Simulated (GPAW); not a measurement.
# SnSe (Pnma) in GPAW: further runs

The runs below take SnSe through single point, with PBE, LDA.

Everything below comes from runs of GPAW 26.7.0. Logs are shortened: lines on timing, memory, paths and dates and some standing lists are left out, and cuts for length are marked. The log counts tension as positive stress, the text compression.

### Step 1. The crystal as given

It takes space group Pnma (No. 62, orthorhombic). The conventional cell has a = 11.420 Å, b = 4.190 Å, c = 4.460 Å, α = 90.00°, β = 90.00°, γ = 90.00°. Sn (site symmetry m) has 3 Se at 2.69 to 2.83 Å as nearest neighbours. Se (site symmetry m) has 3 Sn at 2.69 to 2.83 Å as nearest neighbours.

### Step 2. Single point, PBE

File run.py:

```python
from ase.dft.bandgap import bandgap
from ase.io import read, write
from ase.units import GPa
from gpaw import GPAW, PW

atoms = read('SnSe.xyz')

calc = GPAW(mode=PW(600),
            xc='PBE',
            kpts={'size': (3, 6, 6), 'gamma': True},
            occupations={'name': 'methfessel-paxton', 'order': 0, 'width': 0.011},
            nbands=62,
            convergence={'density': 1e-05, 'energy': 1e-05},
            maxiter=150,
            txt='gpaw.txt')
atoms.calc = calc
energy = atoms.get_potential_energy()
forces = atoms.get_forces()
stress = atoms.get_stress()
calc.write('gs.gpw')
write('result.traj', atoms)
print(f'Energy: {energy:.6f} eV')
print('Forces (eV/A):')
print(forces.round(4))
print('Stress (GPa):', (stress / GPa).round(3))
print('Fermi level:', round(calc.get_fermi_level(), 4), 'eV')
print(f'Gap: {bandgap(calc)[0]:.4f} eV, direct: {bandgap(calc, direct=True)[0]:.4f} eV')
```

File SnSe.xyz:

```xyz
8
Lattice="11.4200000000 0.0000000000 0.0000000000 0.0000000000 4.1900000000 0.0000000000 0.0000000000 0.0000000000 4.4600000000" Properties=species:S:1:pos:R:3 pbc="T T T"
Sn    10.0153400000      3.1425000000      4.0541400000
Sn     7.1146600000      1.0475000000      1.8241400000
Sn     4.3053400000      3.1425000000      2.6358600000
Sn     1.4046600000      1.0475000000      0.4058600000
Se     7.3430600000      3.1425000000      4.3886400000
Se     9.7869400000      1.0475000000      2.1586400000
Se     1.6330600000      3.1425000000      2.3013600000
Se     4.0769400000      1.0475000000      0.0713600000
```

Potentials or basis: GPAW PAW data sets (gpaw-data 1.2.1), pw.

The run is started by

```sh
$ OMP_NUM_THREADS=1 python run.py
```

gpaw.txt:

```text
__  _  _
 | _ |_)|_||  |
 |__||  | ||/\| - 26.7.0

Input parameters:
  mode=PW(ecut=600.0),
  convergence={'density': 1e-05, 'energy': 1e-05},
  kpts=MonkhorstPack(size=(3, 6, 6), gamma=True),
  maxiter=150,
  nbands=62,
  occupations=Occupations(name='methfessel-paxton', order=0, width=0.011),
  xc=XC(name='PBE')

Diagonalizing LCAO Hamiltonian
Converting LCAO to pw mode
    .---------------------------.
   /|                Se     Sn  |
  / |                           |
 *  |  Se     Sn                |
 |  |                           |
 |  .--------------Sn-----Se----.
 | /                           /
 |/  Sn     Se                /
 *---------------------------*

Atoms  # Å, Bohr magnetons
|   | symbol |         x |        y |        z |    initial magnetic moments |
|---|--------|-----------|----------|----------|-----------------------------|
| 0 |     Sn | 10.015340 | 3.142500 | 4.054140 | ( 0.0000,  0.0000,  0.0000) |
| 1 |     Sn |  7.114660 | 1.047500 | 1.824140 | ( 0.0000,  0.0000,  0.0000) |
| 2 |     Sn |  4.305340 | 3.142500 | 2.635860 | ( 0.0000,  0.0000,  0.0000) |
| 3 |     Sn |  1.404660 | 1.047500 | 0.405860 | ( 0.0000,  0.0000,  0.0000) |
| 4 |     Se |  7.343060 | 3.142500 | 4.388640 | ( 0.0000,  0.0000,  0.0000) |
| 5 |     Se |  9.786940 | 1.047500 | 2.158640 | ( 0.0000,  0.0000,  0.0000) |
| 6 |     Se |  1.633060 | 3.142500 | 2.301360 | ( 0.0000,  0.0000,  0.0000) |
| 7 |     Se |  4.076940 | 1.047500 | 0.071360 | ( 0.0000,  0.0000,  0.0000) |

Unit cell  # Å
| periodic |         x |        y |        z |   lengths |    angles |
|----------|-----------|----------|----------|-----------|-----------|
|      yes | 11.420000 | 0.000000 | 0.000000 | 11.420000 | 90.000000 |
|      yes |  0.000000 | 4.190000 | 0.000000 |  4.190000 | 90.000000 |
|      yes |  0.000000 | 0.000000 | 4.460000 |  4.460000 | 90.000000 |

Number of symmetries: 2
Symmetry operations  # r_c * U_cc + t_c -> r_c
|   | kind |            matrix            |
|---|------|------------------------------|
| 0 |  E   |  1, 0, 0,  0, 1, 0,  0, 0, 1 |
| 1 |  i   | -1, 0, 0,  0,-1, 0,  0, 0,-1 |

BZ-sampling:
  Number of BZ points: 108
  Number of IBZ points: 56

  Monkhorst-Pack size: [3, 6, 6]
  Monkhorst-Pack shift: [0.0, 0.08333333333333333, 0.08333333333333333]

K-points  # in reciprocal-cell coordinates
|     |                                coordinates |     weight |
|-----|--------------------------------------------|------------|
|   0 | (  0.00000000,   0.00000000,   0.00000000) | 0.00925926 |
|   1 | (  0.00000000,   0.00000000,   0.16666667) | 0.01851852 |
|   2 | (  0.00000000,   0.00000000,   0.33333333) | 0.01851852 |
|   3 | (  0.00000000,   0.00000000,   0.50000000) | 0.00925926 |
|   4 | (  0.00000000,   0.16666667,  -0.33333333) | 0.01851852 |
|   5 | (  0.00000000,   0.16666667,  -0.16666667) | 0.01851852 |
|   6 | (  0.00000000,   0.16666667,   0.00000000) | 0.01851852 |
|   7 | (  0.00000000,   0.16666667,   0.16666667) | 0.01851852 |
|   8 | (  0.00000000,   0.16666667,   0.33333333) | 0.01851852 |
|   9 | (  0.00000000,   0.16666667,   0.50000000) | 0.01851852 |
| ... |                                            |            |
|  55 | (  0.33333333,   0.50000000,   0.50000000) | 0.01851852 |

Plane wave coefficients: 7152
Cutoff: 600.0 eV

Spin-components: 1 (collinear spins)
Bands:           62
Projectors:      44
Spin-degeneracy: 2
Datatype:        complex128

Parallelization:
  kpt:    1
  domain: 1
  band:   1

Density:
  Valence electrons: 80.0
  Components: 1
  Grid points: [70 24 27]
  Charge: 0.0  # |e|

Potential:
  Grid points: [70 24 27]

species:
  Sn:
    name:    Tin
    Z:       50.0
    valence: 14
    core:    36
    charge:  0.0  # [|e|]
    compensation charges:
      type: gauss
      rc: 0.38  # [Å]
      lmax: 2
    cutoffs:
      filter: 2.23  # [Å]
      core: 2.35  # [Å]
    projectors
    | kind |    occ | energy [eV] | rcut [Å] |
    |------|--------|-------------|----------|
    |   5s |  2.000 |     -10.538 |    1.201 |
    |   5p |  2.000 |      -3.696 |    1.270 |
    |   4d | 10.000 |     -25.845 |    1.185 |
    |    s |        |      16.674 |    1.201 |
    |    p |        |      23.515 |    1.270 |
    |    d |        |       1.367 |    1.185 |

    Using partial waves for Sn as LCAO basis

  Se:
    name:    Selenium
    Z:       34.0
    valence: 6
    core:    28
    charge:  0.0  # [|e|]
    compensation charges:
      type: gauss
      rc: 0.27  # [Å]
      lmax: 2
    cutoffs:
      filter: 1.77  # [Å]
      core: 2.67  # [Å]
    projectors
    | kind |    occ | energy [eV] | rcut [Å] |
    |------|--------|-------------|----------|
    |   4s |  2.000 |     -17.277 |    0.847 |
    |   4p |  4.000 |      -6.512 |    1.005 |
    |    s |        |       9.935 |    0.847 |
    |    p |        |      20.699 |    1.005 |
    |    d |        |       0.000 |    0.847 |

    Using partial waves for Se as LCAO basis

Reference energy: -936456.901751  # eV

eigensolver:
  PPCG
  Converge bands: occupied
  niter=2

density mixing:
  MSR1-Mixer
  Pratt-step length: 0.05
  Maximum mixing coefficient: 0.75
  Old densities: 10
  SVD Regularization: 0.005
  Good broyden scale: 1.0
  Trust region scale: 1.0
  Backstep threshold: 4.0
  History deletion threshold: 6.0
  Fourier metric: weight=20.0, sigma=0.015

occupation numbers:
  Methfessel-Paxton:
    width: 0.0110  # eV
    order: 0

poisson solver:
  ecut: 4800.0  # eV

xc functional:
  name: PBE with 2 nearest neighbor stencil

convergence criteria:
- Maximum integral of absolute [dens]ity change: 1e-05 electrons / valence electron
- Maximum [total energy] change in last 3 cyles: 1e-05 eV / valence electron
- Maximum integral of absolute [eigenst]ate change: 4e-08 eV^2 / valence electron
maximum number of iterations: 150

SCF iterations
|iter     | |      energy | eigst |  dens |
|---------|-|-------------|-------|-------|
|iter:   1| |  -34.119574 | +0.13 |       |
|iter:   2| |  -34.028356 | -1.70 | -1.32 |
|iter:   3| |  -33.602478 | -1.99 | -1.36 |
|iter:   4| |  -33.568709 | -2.42 | -1.80 |
|iter:   5| |  -33.564345 | -3.49 | -2.24 |
|iter:   6| |  -33.565095 | -4.45 | -2.65 |
|iter:   7| |  -33.565320 | -5.22 | -3.25 |
|iter:   8| |  -33.565076c| -5.73 | -3.26 |
|iter:   9| |  -33.565080c| -6.71 | -3.93 |
|iter:  10| |  -33.565080c| -7.82c| -4.69 |
|iter:  11| |  -33.565080c| -8.19c| -5.30c|

Converged in 11 steps
Energy contributions relative to reference atoms: (reference = -936456.901751)

Energy contributions:
  Kinetic:          58.639736
  Coulomb:         -58.191496
  Zero:             -0.132026
  External:          0.000000
  Xc:              -33.881295
  Entropy:          -0.000000
  Spinorbit:         0.000000
  ----------------------------
  Free energy:     -33.565080
  Extrapolated:    -33.565080

dipole moment: (0.000195, 0.000071, 0.000076)  # |e|*Ang

Fermi level: 6.305
Eigenvalues  # (at kpt = [0.000, 0.000, 0.000])
| band index |      eig [eV] | occ [0-2] |
|------------|---------------|-----------|
|          0 |       -15.387 |     2.000 |
|        ... |               |           |
|         32 |         3.041 |     2.000 |
|         33 |         3.106 |     2.000 |
|         34 |         3.719 |     2.000 |
|         35 |         4.124 |     2.000 |
|         36 |         4.402 |     2.000 |
|         37 |         4.770 |     2.000 |
[... 8 lines left out ...]
|         46 |        10.279 |     0.000 |
|         47 |        10.467 |     0.000 |
|        ... |               |           |
|         61 |        14.668 |     0.000 |

Gap: 0.533 eV
Transition (v -> c):
  (s=0, k=2, n=39, [0.00, 0.00, 0.33]) -> (s=0, k=12, n=40, [0.00, 0.33, 0.00])
Direct/indirect transitions are different
Direct gap: 0.699 eV
Transition at: (s=0, k=12, n=39, [0.00, 0.33, 0.00])

Forces  # eV/Ang
|        x |        y |        z |
|----------|----------|----------|
|  0.30362 |  0.00000 | -0.02563 |  # Sn   0
| -0.30353 | -0.00000 | -0.02545 |  # Sn   1
|  0.30353 |  0.00000 |  0.02545 |  # Sn   2
| -0.30362 | -0.00000 |  0.02563 |  # Sn   3
| -0.24829 |  0.00000 |  0.03633 |  # Se   4
|  0.24814 | -0.00000 |  0.03628 |  # Se   5
| -0.24814 |  0.00000 | -0.03628 |  # Se   6
|  0.24829 | -0.00000 | -0.03633 |  # Se   7

Stress tensor  # eV/Ang^3
|         x |         y |         z |
|-----------|-----------|-----------|
| -0.025247 |  0.000000 | -0.000000 |
|  0.000000 | -0.008781 | -0.000000 |
| -0.000000 | -0.000000 | -0.007732 |

# Writing to gs.gpw (mode='')
```

Run time: 5.6 min. Hardware: 1 thread of Intel Xeon 6975P-C (Granite Rapids), shared host; peak memory 0.72 GiB.

Results:

```yaml
Free_energy: -33.5651 eV
Pressure: 2.2 GPa
Largest_force: 0.305 eV/Å
Band_gap_on_the_k_mesh: 0.53 eV, indirect (least direct gap 0.70 eV)
```

Forces in eV/Å, atoms in the order of the input:
```
Sn   0.304  0.000 -0.026
Sn  -0.304  0.000 -0.025
Sn   0.304  0.000  0.025
Sn  -0.304  0.000  0.026
Se  -0.248  0.000  0.036
Se   0.248  0.000  0.036
Se  -0.248  0.000 -0.036
Se   0.248  0.000 -0.036
```

Levels at points of the mesh, in eV from the valence-band top:
```
           k point  band 38  band 39  band 40  band 41  band 42  band 43
(0.00, 0.00, 0.00)    -1.20    -0.78    -0.57     0.78     2.94     3.03
(0.00, 0.00, 0.50)    -0.79    -0.32    -0.32     1.25     1.25     1.57
(0.00, 0.50, 0.00)    -1.03    -0.75    -0.75     0.90     0.90     1.39
(0.00, 0.50, 0.50)    -2.26    -1.52    -1.52     2.85     2.85     3.10
```

Caveat: spin-orbit coupling is left out, which moves the levels of the heavy elements; an odd mesh through Γ misses points on the zone boundary, where band edges often lie.

(Continued in part 2 of 2.)
